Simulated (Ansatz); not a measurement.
# ZnS: the cost of one run

Computed with Ansatz 0.2.0 (DFT PBEsol, scalar-relativistic, plane waves, PAW, unless a step's input says otherwise).

4 further runs of the same task are left out: 1 that didn't finish, 3 set aside as unsound or not needed.

## (1) The starting structure

The structure is cubic, space group F-43m (No. 216). The conventional cell has a = 5.357 Å, b = 5.357 Å, c = 5.357 Å, α = 90.00°, β = 90.00°, γ = 90.00°. Zn (site symmetry -43m) is surrounded by 4 S at 2.32 Å. Around S (site symmetry -43m) lie 4 Zn at 2.32 Å.

Coordinates:

```cif
data_structure
_symmetry_space_group_name_H-M 'P 1'
_symmetry_Int_Tables_number 1
_cell_length_a 3.7876
_cell_length_b 3.7876
_cell_length_c 3.7876
_cell_angle_alpha 60.000
_cell_angle_beta 60.000
_cell_angle_gamma 60.000
_cell_volume 38.42
loop_
_atom_site_label
_atom_site_type_symbol
_atom_site_fract_x
_atom_site_fract_y
_atom_site_fract_z
_atom_site_occupancy
Zn1 Zn 0.00000 0.00000 0.00000 1
S1 S 0.75000 0.75000 0.75000 1
```

This cell was relaxed beforehand with the same method: volume 19.21 Å³/atom, gap on the mesh 2.09 eV.

## (2) The cell under 30 GPa

What is minimised here is the enthalpy; the energy can go up as the cell is squeezed.

input.yaml

```yaml
crystal:
  lattice:
    - [0.0, 2.6782590745, 2.6782590745]
    - [2.6782590745, 0.0, 2.6782590745]
    - [2.6782590745, 2.6782590745, 0.0]
  atoms:
    - { symbol: Zn, position: [0.0, 0.0, 0.0] }
    - { symbol: S, position: [0.75, 0.75, 0.75] }
basis:
  ecutwfc: 420
kpoints:
  mp_grid: { grid: [10, 10, 10] }
hamiltonian:
  xc: pbesol
scf:
  occupations: { method: fixed }
output:
  forces: true
  stress: true
  eigenvalues: true
relax:
  adjacent_minimum: "off"
  f_tol: 0.001
  max_steps: 60
  cell: { stress_tol: 0.02, p_target: 30.0 }
```

Run with:

```
> ansatz run input.yaml --threads 1 --pin off --max-ram 3072MiB --backend cpu --events-out ev --progress --plain --runs-dir out
```

Q: Estimate wall time and peak memory on 1 thread of Intel Xeon Platinum 8488C (Sapphire Rapids), shared host.

About 23 s, with a peak of 0.39 GiB.
